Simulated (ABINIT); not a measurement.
# Si2Ni (Fm-3m) in ABINIT: settings compared, part 2 of 3

ABINIT 10.8.3 (patched build). Earlier steps stand in the parts before.

### Step 3. Single point, LDA, collinear spin, ferromagnetic start

Contents of run.abi:

```
# Pseudopotentials
pp_dirpath "./"
pseudos "Ni.GGA_PBE-JTH.xml, Si.GGA_PBE-JTH.xml"

# Structure
acell 3*1.0 Angstrom
rprim
     0.0000000000     2.7030000000     2.7030000000
     2.7030000000     0.0000000000     2.7030000000
     2.7030000000     2.7030000000     0.0000000000
ntypat 2
znucl 28 14
natom 3
typat 1 2 2
xred
     0.0000000000     0.0000000000     0.0000000000
     0.7500000000     0.7500000000     0.7500000000
     0.2500000000     0.2500000000     0.2500000000

# Plane-wave basis
ecut 49.0
pawecutdg 73.5

# k points
kptopt 1
ngkpt 7 7 7
nshiftk 1
shiftk 0.0 0.0 0.0

# Exchange and correlation
ixc 7

# Bands and occupations
nband 18
occopt 3
tsmear 0.00183747

# Spin
nsppol 2
spinat
     0.0000000000     0.0000000000     1.0000000000
     0.0000000000     0.0000000000     0.0000000000
     0.0000000000     0.0000000000     0.0000000000

# SCF cycle
nstep 100
tolvrs 1.0e-9

# Output
iomode 3
prtwf 0
prteig 0
prtebands 0
prtden 1
prtvha 1
prtvclmb 1
prtpot 1
```

Potentials or basis: JTH PAW PBE v2.0.

Started as:

```console
abinit run.abi > log 2>&1
```

run.abo:

```text
.Version 10.8.3 of ABINIT
 Symmetries : space group Fm -3 m (#225); Bravais cF (face-center cubic)
================================================================================
 Values of the parameters that define the memory need of the present run
     intxc =       0    ionmov =       0      iscf =      17    lmnmax =      18
     lnmax =       6     mgfft =      48  mpssoang =       3    mqgrid =    3001
     natom =       3  nloc_mem =       2    nspden =       2   nspinor =       1
    nsppol =       2      nsym =      48    n1xccc =       1    ntypat =       2
    occopt =       3   xclevel =       1
       mpw =        4390          nfft =      110592          nkpt =          20
 PAW method is used; the additional fine FFT grid is defined by:
   mgfftf=        60    nfftf =    216000
================================================================================
================================================================================

--------------------------------------------------------------------------------
------------- Echo of variables that govern the present computation ------------
--------------------------------------------------------------------------------
 -outvars: echo values of preprocessed input variables --------
            acell      1.8897261259E+00  1.8897261259E+00  1.8897261259E+00 Bohr
              amu      5.86900000E+01  2.80855000E+01
             ecut      4.90000000E+01 Hartree
              ixc           7
         kptrlatt        7    0    0      0    7    0      0    0    7
          kptrlen      5.05659244E+01
            natom           3
            nband          18
            ngfft          48      48      48
          ngfftdg          60      60      60
             nkpt          20
           nspden           2
           nsppol           2
            nstep         100
             nsym          48
           ntypat           2
           occopt           3
        pawecutdg      7.35000000E+01 Hartree
        prtebands           0
           prteig           0
           prtpot           1
         prtvclmb           1
           prtvha           1
            prtwf           0
            rprim      0.0000000000E+00  2.7030000000E+00  2.7030000000E+00
                       2.7030000000E+00  0.0000000000E+00  2.7030000000E+00
                       2.7030000000E+00  2.7030000000E+00  0.0000000000E+00
          spgroup         225
           spinat      0.0000000000E+00  0.0000000000E+00  1.0000000000E+00
                       0.0000000000E+00  0.0000000000E+00  0.0000000000E+00
                       0.0000000000E+00  0.0000000000E+00  0.0000000000E+00
           tolvrs      1.00000000E-09
           tsmear      1.83747000E-03 Hartree
            typat      1  2  2
           useylm           1
           xangst      0.0000000000E+00  0.0000000000E+00  0.0000000000E+00
                       4.0545000000E+00  4.0545000000E+00  4.0545000000E+00
                       1.3515000000E+00  1.3515000000E+00  1.3515000000E+00
            xcart      0.0000000000E+00  0.0000000000E+00  0.0000000000E+00
                       7.6618945775E+00  7.6618945775E+00  7.6618945775E+00
                       2.5539648592E+00  2.5539648592E+00  2.5539648592E+00
             xred      0.0000000000E+00  0.0000000000E+00  0.0000000000E+00
                       7.5000000000E-01  7.5000000000E-01  7.5000000000E-01
                       2.5000000000E-01  2.5000000000E-01  2.5000000000E-01
            znucl       28.00000   14.00000

================================================================================

 chkinp: Checking input parameters for consistency.

================================================================================
== DATASET  1 ==================================================================

--- !DatasetInfo
iteration_state: {dtset: 1, }
[... 164 lines left out ...]
    3      -0.000000000000      0.000000000000      0.000000000000

 cartesian coordinates (angstrom) at end:
    1      0.00000000000000     0.00000000000000     0.00000000000000
    2      4.05450000000000     4.05450000000000     4.05450000000000
    3      1.35150000000000     1.35150000000000     1.35150000000000

 cartesian forces (hartree/bohr) at end:
    1      0.00000000000000    -0.00000000000000    -0.00000000000000
    2      0.00000000000000    -0.00000000000000    -0.00000000000000
    3     -0.00000000000000     0.00000000000000     0.00000000000000
 frms,max,avg= 2.3828904E-31 3.5177654E-31   0.000E+00  0.000E+00  0.000E+00 h/b

 cartesian forces (eV/Angstrom) at end:
    1      0.00000000000000    -0.00000000000000    -0.00000000000000
    2      0.00000000000000    -0.00000000000000    -0.00000000000000
    3     -0.00000000000000     0.00000000000000     0.00000000000000
 frms,max,avg= 1.2253315E-29 1.8089077E-29   0.000E+00  0.000E+00  0.000E+00 e/A
 length scales=  1.889726125908  1.889726125908  1.889726125908 bohr
              =  1.000000000000  1.000000000000  1.000000000000 angstroms
 Fermi (or HOMO) energy (hartree) =   0.37396   Average Vxc (hartree)=  -0.43580
 Magnetization (Bohr magneton)=  2.78858288E-08
 Total spin up =  1.30000000E+01   Total spin down =  1.30000000E+01
 Eigenvalues (hartree) for nkpt=  20  k points, SPIN UP:
 kpt#   1, nband= 18, wtk=  0.00292, kpt=  0.0000  0.0000  0.0000 (reduced coord)
  -3.43852   -1.99901   -1.99901   -1.99901   -0.13253    0.18431    0.18431    0.18431
   0.24734    0.24734    0.36152    0.44001    0.44001    0.44001    0.46266    0.46266
   0.46266    0.54907
      occupation numbers for kpt#   1
   1.00000    1.00000    1.00000    1.00000    1.00000    1.00000    1.00000    1.00000
   1.00000    1.00000    0.99886    0.00000    0.00000    0.00000    0.00000    0.00000
   0.00000    0.00000
 prteigrs : prtvol=0 or 1, do not print more k-points.

 Eigenvalues (hartree) for nkpt=  20  k points, SPIN DOWN:
 kpt#   1, nband= 18, wtk=  0.00292, kpt=  0.0000  0.0000  0.0000 (reduced coord)
  -3.43852   -1.99901   -1.99901   -1.99901   -0.13253    0.18431    0.18431    0.18431
   0.24734    0.24734    0.36152    0.44001    0.44001    0.44001    0.46266    0.46266
   0.46266    0.54907
      occupation numbers for kpt#   1
   1.00000    1.00000    1.00000    1.00000    1.00000    1.00000    1.00000    1.00000
   1.00000    1.00000    0.99886    0.00000    0.00000    0.00000    0.00000    0.00000
   0.00000    0.00000
 prteigrs : prtvol=0 or 1, do not print more k-points.

--- !EnergyTerms
iteration_state     : {dtset: 1, }
comment             : Components of total free energy in Hartree
kinetic             :  3.22117505806224E+01
hartree             :  6.48605159267248E+01
xc                  : -1.15818692839970E+01
Ewald energy        : -9.28967318822433E+01
psp_core            :  3.06847981235498E+00
local_psp           : -1.72250638431872E+02
PAW spherical_terms : -2.47277809080454E+00
internal            : -1.79061271369215E+02
'-kT*entropy'       : -2.57001118146531E-04
total_energy        : -1.79061528370333E+02
total_energy_eV     : -4.87251241028081E+03
...

--- !EnergyTermsDC
iteration_state     : {dtset: 1, }
comment             : '"Double-counting" decomposition of free energy'
band_energy         : -1.54080514541580E+01
Ewald energy        : -9.28967318822433E+01
psp_core            :  3.06847981235498E+00
xc_dc               : -6.40337844311797E+01
PAW spherical_terms : -9.79118351789791E+00
internal            : -1.79061271473124E+02
'-kT*entropy'       : -2.57001118146531E-04
total_energy_dc     : -1.79061528474242E+02
total_energy_dc_eV  : -4.87251241310832E+03
...

--- !EnergyTermsWithPAWCore
iteration_state     : {dtset: 1, }
comment             : 'Components of total free energy, including PAW core contributions'
Total energy        : -2.09648724862541E+03
Total energy DC     : -2.09648724872932E+03
Total energy (eV)   : -5.70483242821201E+04
Total energy DC (eV): -5.70483242849476E+04
...

 Cartesian components of stress tensor (hartree/bohr^3)
  sigma(1 1)=  1.53842045E-04  sigma(3 2)=  0.00000000E+00
  sigma(2 2)=  1.53842045E-04  sigma(3 1)=  0.00000000E+00
  sigma(3 3)=  1.53842045E-04  sigma(2 1)=  0.00000000E+00

-Cartesian components of stress tensor (GPa)         [Pressure= -4.5262E+00 GPa]
- sigma(1 1)=  4.52618922E+00  sigma(3 2)=  0.00000000E+00
- sigma(2 2)=  4.52618922E+00  sigma(3 1)=  0.00000000E+00
- sigma(3 3)=  4.52618922E+00  sigma(2 1)=  0.00000000E+00

== END DATASET(S) ==============================================================
================================================================================

 -outvars: echo values of variables after computation  --------
            acell      1.8897261259E+00  1.8897261259E+00  1.8897261259E+00 Bohr
           etotal     -1.7906152847E+02
            fcart      8.5799155944E-33 -2.5739746783E-32 -8.5799155944E-33
                       3.4319662378E-31 -1.0295898713E-31 -3.4319662378E-31
                      -3.5177653937E-31  1.2869873392E-31  3.5177653937E-31
            rprim      0.0000000000E+00  2.7030000000E+00  2.7030000000E+00
                       2.7030000000E+00  0.0000000000E+00  2.7030000000E+00
                       2.7030000000E+00  2.7030000000E+00  0.0000000000E+00
           strten      1.5384204454E-04  1.5384204454E-04  1.5384204454E-04
                       0.0000000000E+00  0.0000000000E+00  0.0000000000E+00
           xangst      0.0000000000E+00  0.0000000000E+00  0.0000000000E+00
                       4.0545000000E+00  4.0545000000E+00  4.0545000000E+00
                       1.3515000000E+00  1.3515000000E+00  1.3515000000E+00
             xred      0.0000000000E+00  0.0000000000E+00  0.0000000000E+00
                       7.5000000000E-01  7.5000000000E-01  7.5000000000E-01
                       2.5000000000E-01  2.5000000000E-01  2.5000000000E-01
 Calculation completed.
```

Wall time 6.1 min (1 thread of Arm Neoverse V2, shared host); peak memory 0.25 GiB.

Results:

```
Free energy                                           : -4872.5124 eV
Pressure                                              : -4.5 GPa
Band gap on the k mesh                                : none (metal or under the smearing width)
Net moment                                            : 0.00 μB per cell
Valence electrons inside the program's atomic spheres : Ni 15.99; Si 1.52
```

Levels at points of the mesh, in eV from the Fermi level:
Spin up:
```csv
k point,band 11,band 12,band 13,band 14,band 15,band 16
"(0.00, 0.00, 0.00)",-0.34,1.80,1.80,1.80,2.41,2.41
```
Spin down:
```csv
k point,band 10,band 11,band 12,band 13,band 14,band 15,band 16,band 17
"(0.00, 0.00, 0.00)",-3.45,-0.34,1.80,1.80,1.80,2.41,2.41,2.41
```

Caveat: small starting moments can end in a higher magnetic state in this program; the PAW data sets were made with another functional, which shifts forces and pressure a little.

### Step 4. Single point, PBEsol, collinear spin, ferromagnetic start

Edit run.abi of step 3 so:

```diff
@@ -22,2 +22,3 @@
 pawecutdg 73.5
+pawxcdev 0
 
@@ -30,3 +31,3 @@
 # Exchange and correlation
-ixc 7
+ixc -116133
```

Started as:

```console
abinit run.abi > log 2>&1
```

Wall time 4.7 min (1 thread of Arm Neoverse V2, shared host); peak memory 0.31 GiB.

The run converged. Its results:

```yaml
Free_energy: -4864.8520 eV
Pressure: -1.5 GPa
Band_gap_on_the_k_mesh: none (metal or under the smearing width)
Net_moment: 0.00 μB per cell
Valence_electrons_inside_the_program's_atomic_spheres: Ni 15.97; Si 1.50
```

Levels at points of the mesh, in eV from the Fermi level:
Spin up:
| k point | band 11 | band 12 | band 13 | band 14 | band 15 | band 16 |
| --- | --- | --- | --- | --- | --- | --- |
| (0.00, 0.00, 0.00) | -0.26 | 1.77 | 1.77 | 1.77 | 2.33 | 2.33 |
Spin down:
```csv
k point,band 9,band 10,band 11,band 12,band 13,band 14,band 15,band 16,band 17,band 18
"(0.00, 0.00, 0.00)",-3.47,-3.47,-0.26,1.77,1.77,1.77,2.33,2.33,2.33,4.73
```

Caveat: small starting moments can end in a higher magnetic state in this program; the PAW data sets were made with another functional, which shifts forces and pressure a little.

(Part 2 of 3 ends here.)
